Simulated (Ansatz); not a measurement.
# CsPbCl3 (Pm-3m) in Ansatz: single point with revPBE0

Aim: the single point of CsPbCl3 with revPBE0.

Program: Ansatz 0.2.0. These are calculated values, not measurements. Logs are shortened: lines on timing, memory, paths and dates and some standing lists are left out, and cuts for length are marked.

## 1. Starting point

It takes space group Pm-3m (No. 221, cubic). The conventional cell has a = 5.605 Å, b = 5.605 Å, c = 5.605 Å, α = 90.00°, β = 90.00°, γ = 90.00°. Pb (site symmetry m-3m) has 6 Cl at 2.80 Å as nearest neighbours. Cs (site symmetry m-3m) is surrounded by 12 Cl at 3.96 Å. Cl (site symmetry 4/mmm) has 2 Pb at 2.80 Å as nearest neighbours.

## 2. Single point, revPBE0

Contents of input.yaml:

```yaml
crystal:
  lattice:
    - [5.605, 0.0, 0.0]
    - [0.0, 5.605, 0.0]
    - [0.0, 0.0, 5.605]
  atoms:
    - { symbol: Pb, position: [0.5, 0.5, 0.5] }
    - { symbol: Cs, position: [0.0, 0.0, 0.0] }
    - { symbol: Cl, position: [0.5, 0.0, 0.5] }
    - { symbol: Cl, position: [0.0, 0.5, 0.5] }
    - { symbol: Cl, position: [0.5, 0.5, 0.0] }
hamiltonian:
  xc: revpbe0
  pseudopotentials: { kind: paw }
kpoints:
  mp_grid: { grid: [3, 3, 3] }
scf:
  occupations: { method: fermi_dirac, width: 0.05 }
output:
  forces: true
  stress: true
  eigenvalues: true
```

Potentials or basis: Ansatz PAW.

On the command line:

```sh
$ ansatz run input.yaml --threads 2 --pin off --max-ram 5632MiB --backend cpu --events-out ev --progress --plain --runs-dir out
```

Standard output:

```text
Warning: output.stress: scf.convergence.dr2_threshold = 1e-7 eV (the SCF's general default) is looser than the 5e-10 eV advised for a printed stress (1e-10 eV for each atom of the cell: 5). What an SCF threshold leaves in a stress goes as its square root, and in the free energy as the threshold itself, and one threshold admits the most on a small cell: of the crystals measured, under no hybrid functional and no lock of the moments, on runs that ended without the residual-converged pass, on stresses that held no estimate of that error, the worst erred by over 100 MPa in a component at 1e-7 eV an atom and by under 5 at 1e-10. Set scf.convergence.dr2_threshold to 5e-10 eV or tighter. The threshold is an SCF's pass mark: one that does not reach it within its budget of iterations ends unconverged, or closes short of it on a stop that the run arms, and scf.convergence.dr2_threshold's page says what that costs each kind of run
Warning: output.stress: scf.exx.energy_threshold = 1e-6 eV is looser than the 5e-8 eV advised for a stress under a hybrid functional (1e-8 eV for each atom of the cell: 5). Every SCF of the exchange loop can meet its threshold on dr2 while the loop round them stops early: no threshold on dr2 bounds what that leaves in the stress. Set scf.exx.energy_threshold to 5e-8 eV or tighter. The threshold is the loop's pass mark: a loop that does not reach it within its budget of cycles ends unconverged, and scf.exx.energy_threshold's page has the law
Warning: RAYON_NUM_THREADS=2 ignored (pool sized by the plan → 2); use --threads N
Engine: ansatz 0.2.0, x86_64-unknown-linux-gnu
Pseudopotentials: kind: paw
Pseudopotential: Pb, paw, valence charge 14, recommended cutoff 420 eV (normal), Pb.paw.azcp
Pseudopotential: Cs, paw, valence charge 9, recommended cutoff 420 eV (normal), Cs.paw.azcp
Pseudopotential: Cl, paw, valence charge 7, recommended cutoff 420 eV (normal), Cl.paw.azcp
Functional definition: revPBE0
  parameter a = 0.25
  parameter kappa = 1.245
  parameter beta = 0.06672455060314922
  exchange = (1 - a)*pbe_x(kappa = kappa, mu = beta*pi^2/3) + a*exact_x
  correlation = pbe_c(beta = beta)
Crystal: 5 atoms, lattice volume = 176.087 Å³
Basis set: ecut = 420 eV, 3407 PW (Γ), exchange–correlation on 80×80×80 points (8 copies of the dense FFT grid, shifted against one another)
Bands: 27, of which v1, the nominal top of the filled ones, is band 22 counted from 1 (21 counted from 0)
Symmetry: 48 space group operations
Space group: Pm-3m (ITA 221), of the structure as read, at distance tolerance 5.6e-5 Å
k-points: 4 of 27
Non-local potential: Pb, projectors of the file, l = 0: 2, l = 1: 2, l = 2: 2, l = 3: 2
Non-local potential: Cs, projectors of the file, l = 0: 3, l = 1: 2, l = 2: 2, l = 3: 2
Non-local potential: Cl, projectors of the file, l = 0: 2, l = 1: 2, l = 2: 2
PAW form: soft (Blöchl's): semilocal exchange-correlation on the pseudo side does not see the compensation charge
PAW frozen core: Pb, regenerated for the run's functional, and the local potential with it (the file was generated under x = pbe(κ = 0.804, μ = 0.2195149727645171), c = pbe(β = 0.06672455060314922))
PAW frozen core: Cs, regenerated for the run's functional, and the local potential with it (the file was generated under x = pbe(κ = 0.804, μ = 0.2195149727645171), c = pbe(β = 0.06672455060314922))
PAW frozen core: Cl, regenerated for the run's functional, and the local potential with it (the file was generated under x = pbe(κ = 0.804, μ = 0.2195149727645171), c = pbe(β = 0.06672455060314922))
PAW one-centre angular grid: Pb, 590 points (default); XC on 64 Gauss nodes
PAW one-centre angular grid: Cs, 194 points (default); XC on 64 Gauss nodes
PAW one-centre angular grid: Cl, 110 points (default); XC on 64 Gauss nodes
Initial density: superposition of atomic densities (neutral atoms: chi_scale 0, normalization atom), corrected by the library's trained network
Initial wavefunctions: pseudopotential atomic-orbital guess
[... 26 lines left out ...]
SCF iter   4: F=-20850.091871 eV  HF=-20850.091871 eV  |F-HF|=1.53e-10  |Δ(HF+E_count)|=   2.04e-9  Δρ=4.10e-7  dr2=7.81e-10  ethr=2.73e-11  ⟨swp⟩=4.8  Hψ=255  notcnv=0
SCF 3 converged in 4 iterations: F = -20850.091871 eV  dr2 = 7.81e-10
  Residual-converged pass: ⟨swp⟩=3.0  Hψ=242  notcnv=0  max |occ|·‖R‖ = 2.3e-6 eV (tolerance 2.4e-6 eV)  dr2=7.52e-10  dr2_onsite=3.44e-11  max |Δocc| = 0.0e0
hybrid outer 2: dexx = +2.761e-7 eV, tail = 8.08e-9 eV, Δε = 3.34e-3 eV (about 8.04e-5 eV left of the loop's levels)
hybrid SCF converged: 2 outer / 10 inner (+2 warm-up), last move |dexx| = 2.76e-7 eV, tail = 8.08e-9 eV
Stability not checked: this state was not tested for a lower state beside it, because the functional holds exact exchange (a hybrid, or Hartree-Fock), whose exchange loop this test does not read (fock_operator; see scf.lower_state_search)
Free energy (F): -20850.091871 eV
Frozen-core exchange: fock
Harris-Foulkes:  -20850.091871 eV  (|F-HF|=1.53e-10)
Internal energy: -20850.091871 eV  (E = F + TS)
E sigma→0 (E₀):  -20850.091871 eV
Fermi energy:    4.974032 eV
--- Per-component energies (eV) ---
  E_band       = -313.227912
  E_kinetic    = 913.351142
  E_local      = -2667.539597  (includes V_loc(G=0)·N_el)
  E_nonlocal   = 463.426461
  E_hartree    = 1014.571642
  E_xc         = -554.692788
  E_vxc        = -484.485503  (∫ρ·V_xc dr)
  E_exx        = -111.744804  (= α·E_x^exact, valence–valence)
  E_paw        = -17527.098518  (= ΣΔE_a)
  E_vpaw       = -343.634557  (= ΣTr[D̂ρ^β])
  E_aug_tail   = 0.000312  (compensation charges beyond the density's cutoff)
  E_ewald      = -2380.199303
  E_core_change = -0.166422  (= ΣΔE_core)
  E_smearing   = -0.000000  (= −TS)
  E_closure    = 0.000004  (closes the sum)
  Σ components = -20850.091871   (vs F -20850.091871, Δ=0.00e0)
--- Forces (eV/Å), atoms counted from 1 ---
  atom   1  Pb     0.00000000     0.00000000     0.00000000
  atom   2  Cs    -0.00000000     0.00000000    -0.00000000
  atom   3  Cl     0.00000000    -0.00000000     0.00000000
  atom   4  Cl     0.00000000     0.00000000     0.00000000
  atom   5  Cl     0.00000000    -0.00000000     0.00000000
  max |Σ_I F_I| component: 7.50e-29 eV/Å
--- Stress (GPa, compression-positive) ---
        1.973551       0.000000       0.000000
        0.000000       1.973551       0.000000
        0.000000       0.000000       1.973551
  P = ⅓ Tr σ = 1.9736 GPa (19.736 kbar)
--- Band table (eV) ---
  k-point 0: bands = ["-19.7259", "-15.1947", "-15.1947", "-14.8933", "-14.8933", "-14.8933", "-13.5678", "-12.6246", "-12.6246", "-5.5477", "-5.5477", "-5.5477", "-3.5793", "-1.9484", "-1.9484", "-1.9484", "0.1184", "0.1184", "0.1184", "0.2551", "0.2551", "0.2551", "8.4197", "9.3243", "9.3243", "10.2415", "10.2415"]
  k-point 1: bands = ["-19.7240", "-15.1945", "-15.1047", "-14.8948", "-14.8948", "-14.8933", "-13.4203", "-12.9292", "-12.6230", "-5.5286", "-5.5285", "-5.5285", "-4.5856", "-1.8829", "-1.8829", "-0.5225", "0.0383", "0.0444", "0.0444", "0.1635", "0.1635", "0.8660", "8.7396", "9.4980", "9.9888", "10.1102", "10.4562"]
  k-point 2: bands = ["-19.7223", "-15.1528", "-15.0464", "-14.8963", "-14.8947", "-14.8947", "-13.3149", "-13.0001", "-12.8026", "-5.5560", "-5.5351", "-5.5134", "-5.3298", "-1.7807", "-0.6499", "-0.6106", "-0.1602", "-0.0224", "0.0321", "0.1513", "0.4445", "1.5307", "8.3569", "8.4608", "10.1086", "10.1952", "10.4354"]
  k-point 3: bands = ["-19.7209", "-15.0463", "-15.0463", "-14.8963", "-14.8963", "-14.8962", "-13.2510", "-12.9965", "-12.9965", "-5.9723", "-5.5765", "-5.5765", "-5.5436", "-0.5594", "-0.5512", "-0.5512", "-0.3122", "-0.3122", "0.4262", "0.4262", "0.4559", "2.0908", "7.8921", "7.8921", "8.1314", "10.2441", "10.8164"]
```

It took 25 s on 2 threads of Intel Xeon at 2.60GHz (Ice Lake), shared host; peak memory 1.5 GiB.

Results:

* Free energy: -20850.0919 eV
* Pressure: 2.0 GPa
* Band gap on the k mesh: 5.80 eV, direct

Levels at points of the mesh, in eV from the valence-band top:
```
           k point  band 19  band 20  band 21  band 22  band 23  band 24  band 25  band 26
(0.00, 0.00, 0.00)    -1.97    -1.84    -1.84    -1.84     6.33     7.23     7.23     8.15
```

Caveat: odd divisions of the mesh miss points on the zone boundary, where band edges often lie, so the gap on the mesh can be too wide; spin-orbit coupling is left out, which as a rule narrows the gap of such compounds by several tenths of an eV; the PAW data sets come from PBE, with cores solved anew for the run's functional, which leaves a small shift of forces and pressure; the thresholds are loose for stress.
